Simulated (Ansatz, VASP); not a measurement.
# One calculation of NaF, two programs

```xyz
2
Lattice="0.0389 2.3361 2.3361 2.3361 0.0389 2.3361 2.3361 2.3361 0.0389" Properties=species:S:1:pos:R:3 pbc="T T T"
Na    0.0000    0.0000    0.0000
F     2.3555    2.3555    2.3555
```

Change from the starting cell: shear_111 strain +2.5%.

Alike in both runs: task single point; functional r2SCAN; k mesh 10 × 10 × 10; no spin polarisation.

```csv
,VASP,Ansatz
version,VASP 6.6.1,Ansatz 0.2.0
potentials or method,"VASP PAW PBE potentials, release 64 (Na_pv, F)","plane waves, PAW"
plane-wave cutoff (eV),520,500
occupations,"gaussian, width 0.01 eV",fixed
valence electrons in the cell,14,16
```

Ansatz gave:

- gap on the k mesh at the Fermi level (eV): 7.11
- pressure (GPa): -1.3
- largest component of the traceless stress (GPa): 0.50

Question: What did VASP give for the same quantities?

Answer: gap on the k mesh at the Fermi level (eV): 7.15; pressure (GPa): -1.9; largest component of the traceless stress (GPa): 0.55.

The two sets of potentials don't hold the same shells in valence.

Caveats: the PAW data sets were made with another functional, which shifts forces and pressure a little (VASP). A k mesh can miss the band edges.
